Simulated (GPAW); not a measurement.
# Pb (P-1) in GPAW: notebook

One crystal, Pb, is run at these levels: PBEsol+D3(BJ), PBE+D3(BJ); tasks: single point.

Everything below comes from runs of GPAW 26.7.0. Logs are shortened: lines on timing, memory, paths and dates and some standing lists are left out, and cuts for length are marked. The log counts tension as positive stress, the text compression.

### 1 The cell of the first run

The typed cell holds 1 atom: a = 3.476 Å, b = 3.523 Å, c = 3.499 Å, α = 59.64°, β = 59.57°, γ = 60.06°.

### 2 Single point, PBEsol+D3(BJ) (cell sheared at random, sigma 0.01, atoms nudged by 0.01 Å)

Input file run.py:

```python
from ase.calculators.mixing import SumCalculator
from ase.dft.bandgap import bandgap
from ase.io import read, write
from ase.units import GPa
from dftd3.ase import DFTD3
from gpaw import GPAW, PW, setup_paths

setup_paths.insert(0, '.')

atoms = read('Pb.cif')

calc = GPAW(mode=PW(330),
            xc='PBEsol',
            kpts={'size': (9, 9, 9), 'gamma': True},
            occupations={'name': 'fermi-dirac', 'width': 0.05},
            nbands=14,
            convergence={'density': 1e-05, 'energy': 1e-05},
            mixer={'backend': 'pulay', 'beta': 0.02, 'nmaxold': 8, 'weight': 100.0},
            symmetry={'symmorphic': False},
            maxiter=75,
            txt='gpaw.txt')
atoms.calc = SumCalculator([calc, DFTD3(method='pbesol', damping='d3bj')])
energy = atoms.get_potential_energy()
forces = atoms.get_forces()
stress = atoms.get_stress()
calc.write('gs.gpw')
write('result.traj', atoms)
print(f'Energy: {energy:.6f} eV')
print('Forces (eV/A):')
print(forces.round(4))
print('Stress (GPa):', (stress / GPa).round(3))
print('Fermi level:', round(calc.get_fermi_level(), 4), 'eV')
print(f'Gap: {bandgap(calc)[0]:.4f} eV, direct: {bandgap(calc, direct=True)[0]:.4f} eV')
```

Input file Pb.cif:

```cif
data_Pb
_cell_length_a 3.47597262
_cell_length_b 3.52267550
_cell_length_c 3.49933463
_cell_angle_alpha 59.64030735
_cell_angle_beta 59.56733126
_cell_angle_gamma 60.05582550
_space_group_name_H-M_alt 'P1'
_space_group_name_Hall 'P 1'
_space_group_IT_number 1
loop_
_space_group_symop_operation_xyz
'x,y,z'
loop_
_atom_site_label
_atom_site_type_symbol
_atom_site_symmetry_multiplicity
_atom_site_Wyckoff_symbol
_atom_site_fract_x
_atom_site_fract_y
_atom_site_fract_z
_atom_site_occupancy
Pb1 Pb 1 a 0.0000000000 0.0000000000 0.0000000000 1
```

Potentials or basis: PAW data sets generated in the run's folder for this functional, pw.

Run with:

```
$ gpaw-setup -f PBEsol Pb
$ OMP_NUM_THREADS=1 python run.py
```

gpaw.txt:

```text
__  _  _
 | _ |_)|_||  |
 |__||  | ||/\| - 26.7.0

Input parameters:
  mode=PW(ecut=330.0),
  convergence={'density': 1e-05, 'energy': 1e-05},
  kpts=MonkhorstPack(size=(9, 9, 9), gamma=True),
  maxiter=75,
  mixer=Pulay(name='pulay', nmaxold=8, beta=0.02, weight=100.0, sigma=0.015, g_ss=None),
  nbands=14,
  occupations=Occupations(name='fermi-dirac', width=0.05),
  symmetry=Symmetry(symmorphic=False),
  xc=XC(name='PBEsol')

Diagonalizing LCAO Hamiltonian
Converting LCAO to pw mode

       Pb

Atoms  # Å, Bohr magnetons
|   | symbol |        x |        y |        z |    initial magnetic moments |
|---|--------|----------|----------|----------|-----------------------------|
| 0 |     Pb | 0.000000 | 0.000000 | 0.000000 | ( 0.0000,  0.0000,  0.0000) |

Unit cell  # Å
| periodic |        x |        y |        z |  lengths |    angles |
|----------|----------|----------|----------|----------|-----------|
|      yes | 3.475973 | 0.000000 | 0.000000 | 3.475973 | 59.640307 |
|      yes | 1.758364 | 3.052441 | 0.000000 | 3.522676 | 59.567331 |
|      yes | 1.772502 | 1.020070 | 2.839549 | 3.499335 | 60.055825 |

Number of symmetries: 2
Symmetry operations  # r_c * U_cc + t_c -> r_c
|   | kind |            matrix            |
|---|------|------------------------------|
| 0 |  E   |  1, 0, 0,  0, 1, 0,  0, 0, 1 |
| 1 |  i   | -1, 0, 0,  0,-1, 0,  0, 0,-1 |

BZ-sampling:
  Number of BZ points: 729
  Number of IBZ points: 365

  Monkhorst-Pack size: [9, 9, 9]
  Monkhorst-Pack shift: [0, 0, 0]

K-points  # in reciprocal-cell coordinates
|     |                                coordinates |     weight |
|-----|--------------------------------------------|------------|
|   0 | (  0.00000000,   0.00000000,   0.00000000) | 0.00137174 |
|   1 | (  0.00000000,   0.00000000,   0.11111111) | 0.00274348 |
|   2 | (  0.00000000,   0.00000000,   0.22222222) | 0.00274348 |
|   3 | (  0.00000000,   0.00000000,   0.33333333) | 0.00274348 |
|   4 | (  0.00000000,   0.00000000,   0.44444444) | 0.00274348 |
|   5 | (  0.00000000,   0.11111111,  -0.44444444) | 0.00274348 |
|   6 | (  0.00000000,   0.11111111,  -0.33333333) | 0.00274348 |
|   7 | (  0.00000000,   0.11111111,  -0.22222222) | 0.00274348 |
|   8 | (  0.00000000,   0.11111111,  -0.11111111) | 0.00274348 |
|   9 | (  0.00000000,   0.11111111,   0.00000000) | 0.00274348 |
| ... |                                            |            |
| 364 | (  0.44444444,   0.44444444,   0.44444444) | 0.00274348 |

Plane wave coefficients: 424
Cutoff: 330.0 eV

Spin-components: 1 (collinear spins)
Bands:           14
Projectors:      6
Spin-degeneracy: 2
Datatype:        complex128

Parallelization:
  kpt:    1
  domain: 1
  band:   1

Density:
  Valence electrons: 14.0
  Components: 1
  Grid points: [15 15 15]
  Charge: 0.0  # |e|

Potential:
  Grid points: [15 15 15]

species:
  Pb:
    name:    Lead
    Z:       82.0
    valence: 14
    core:    68
    charge:  0.0  # [|e|]
    compensation charges:
      type: gauss
      rc: 0.38  # [Å]
      lmax: 2
    cutoffs:
      filter: 2.36  # [Å]
      core: 2.43  # [Å]
    projectors
    | kind |    occ | energy [eV] | rcut [Å] |
    |------|--------|-------------|----------|
    |   6s |  2.000 |     -12.024 |    1.259 |
    |   6p |  2.000 |      -3.525 |    1.275 |
    |   5d | 10.000 |     -21.194 |    1.217 |
    |    s |        |      15.187 |    1.259 |
    |    p |        |      23.686 |    1.275 |
    |    d |        |       6.017 |    1.217 |

    Using partial waves for Pb as LCAO basis

Reference energy: -567122.994260  # eV

eigensolver:
  PPCG
  Converge bands: occupied
  niter=2

density mixing:
  Pulay-Mixer
  Linear mixing parameters: 0.02
  Old densities: 8
  Fourier metric: weight=100.0, sigma=0.015

occupation numbers:
  Fermi-Dirac:
    width: 0.0500  # eV

poisson solver:
  ecut: 2640.0  # eV

xc functional:
  name: PBEsol with 2 nearest neighbor stencil

convergence criteria:
- Maximum integral of absolute [dens]ity change: 1e-05 electrons / valence electron
- Maximum [total energy] change in last 3 cyles: 1e-05 eV / valence electron
- Maximum integral of absolute [eigenst]ate change: 4e-08 eV^2 / valence electron
maximum number of iterations: 75

SCF iterations
|iter     | |      energy | eigst |  dens |
|---------|-|-------------|-------|-------|
|iter:   1| |   -3.950970 | -0.49 |       |
|iter:   2| |   -3.950819 | -2.88 | -1.76 |
|iter:   3| |   -3.933206 | -2.47 | -1.77 |
|iter:   4| |   -3.932771 | -4.39 | -2.31 |
|iter:   5| |   -3.930905 | -4.29 | -2.30 |
|iter:   6| |   -3.930157 | -4.06 | -2.45 |
|iter:   7| |   -3.930170 | -6.28 | -3.45 |
|iter:   8| |   -3.930191c| -5.62 | -3.55 |
|iter:   9| |   -3.930192c| -7.38 | -4.18 |
|iter:  10| |   -3.930193c| -7.22 | -4.29 |
|iter:  11| |   -3.930192c| -7.75c| -4.61 |
|iter:  12| |   -3.930192c| -8.53c| -5.24c|

Converged in 12 steps
Energy contributions relative to reference atoms: (reference = -567122.994260)

Energy contributions:
  Kinetic:          14.160463
  Coulomb:         -13.992711
  Zero:              0.281077
  External:          0.000000
  Xc:               -4.377453
  Entropy:          -0.003137
  Spinorbit:         0.000000
  ----------------------------
  Free energy:      -3.931761
  Extrapolated:     -3.930192

dipole moment: (-29.618444, -17.214814, -12.002989)  # |e|*Ang

Fermi level: 7.363
Eigenvalues  # (at kpt = [0.000, 0.000, 0.000])
| band index |      eig [eV] | occ [0-2] |
|------------|---------------|-----------|
|          0 |        -9.457 |     2.000 |
|          1 |        -9.447 |     2.000 |
|          2 |        -9.435 |     2.000 |
|          3 |        -9.309 |     2.000 |
|          4 |        -9.301 |     2.000 |
|          5 |        -4.240 |     2.000 |
|          6 |        14.758 |     0.000 |
|          7 |        14.949 |     0.000 |
|          8 |        15.148 |     0.000 |
|          9 |        17.363 |     0.000 |
|         10 |        18.940 |     0.000 |
|         11 |        19.855 |     0.000 |
|         12 |        20.098 |     0.000 |
|         13 |        20.263 |     0.000 |

No gap
No difference between direct/indirect transitions

Forces  # eV/Ang
|       x |       y |       z |
|---------|---------|---------|
| 0.00000 | 0.00000 | 0.00000 |  # Pb   0

Stress tensor  # eV/Ang^3
|        x |         y |         z |
|----------|-----------|-----------|
| 0.042525 |  0.001699 |  0.001453 |
| 0.001699 |  0.047021 | -0.000794 |
| 0.001453 | -0.000794 |  0.041983 |

# Writing to gs.gpw (mode='')
```

Wall time 41 s (1 thread of Arm Neoverse V2, shared host); peak memory 0.18 GiB.

The run converged, but some of its settings lie outside the range that counts as converged, so its numbers aren't taken as properties of the crystal.

What came out:

```yaml
Free_energy: -4.3756 eV
Pressure: -9.5 GPa
Band_gap_on_the_k_mesh: none (metal or under the smearing width)
Dispersion_energy_per_atom: -0.444 eV
```

Caveat: the cutoff is short for stress and forces, so pressures can be off by a GPa or more; pairwise dispersion overbinds metals, which lowers pressure and volume.

### 3 Single point, PBE+D3(BJ) (cell sheared at random, sigma 0.01, atoms nudged by 0.01 Å)

Input file run.py:

```python
from ase import Atoms
from ase.calculators.mixing import SumCalculator
from ase.dft.bandgap import bandgap
from ase.io import write
from ase.units import GPa
from dftd3.ase import DFTD3
from gpaw import GPAW, PW

atoms = Atoms(['Pb'],
              cell=[[0.01933363, 2.46286993, 2.45281136],
                    [2.50285714, -0.00674656, 2.47889155],
                    [2.4813249, 2.46741788, 0.01478568]],
              scaled_positions=[[0.0, 0.0, 0.0]],
              pbc=True)

calc = GPAW(mode=PW(600),
            xc='PBE',
            kpts={'size': (9, 9, 9), 'gamma': True},
            occupations={'name': 'fermi-dirac', 'width': 0.05},
            nbands=14,
            convergence={'density': 1e-05, 'energy': 1e-05},
            maxiter=150,
            txt='gpaw.txt')
atoms.calc = SumCalculator([calc, DFTD3(method='pbe', damping='d3bj')])
energy = atoms.get_potential_energy()
forces = atoms.get_forces()
stress = atoms.get_stress()
calc.write('gs.gpw')
write('result.traj', atoms)
print(f'Energy: {energy:.6f} eV')
print('Forces (eV/A):')
print(forces.round(4))
print('Stress (GPa):', (stress / GPa).round(3))
print('Fermi level:', round(calc.get_fermi_level(), 4), 'eV')
print(f'Gap: {bandgap(calc)[0]:.4f} eV, direct: {bandgap(calc, direct=True)[0]:.4f} eV')
```

Potentials or basis: GPAW PAW data sets (gpaw-data 1.2.1), pw.

Run with:

```
$ OMP_NUM_THREADS=1 python run.py
```

Run time: 46 s. Hardware: 1 thread of Arm Neoverse V2, shared host; peak memory 0.28 GiB.

The run converged. Its results:

* Free energy: -4.2329 eV
* Pressure: 0.1 GPa
* Band gap on the k mesh: none (metal or under the smearing width)
* Dispersion energy per atom: -0.412 eV

Stress tensor (GPa, compression positive):
```
 0.00  0.05 -0.57
 0.05  0.15  0.16
-0.57  0.16  0.23
```

Levels at points of the mesh, in eV from the Fermi level:
| k point | band 3 | band 4 | band 5 | band 6 | band 7 | band 8 | band 9 | band 10 |
| --- | --- | --- | --- | --- | --- | --- | --- | --- |
| (0.00, 0.00, 0.00) | -16.91 | -16.78 | -16.77 | -11.59 | 7.39 | 7.58 | 7.78 | 10.01 |

Caveat: pairwise dispersion overbinds metals, which lowers pressure and volume. The run has no spin-orbit coupling, so splittings on Pb are missing.
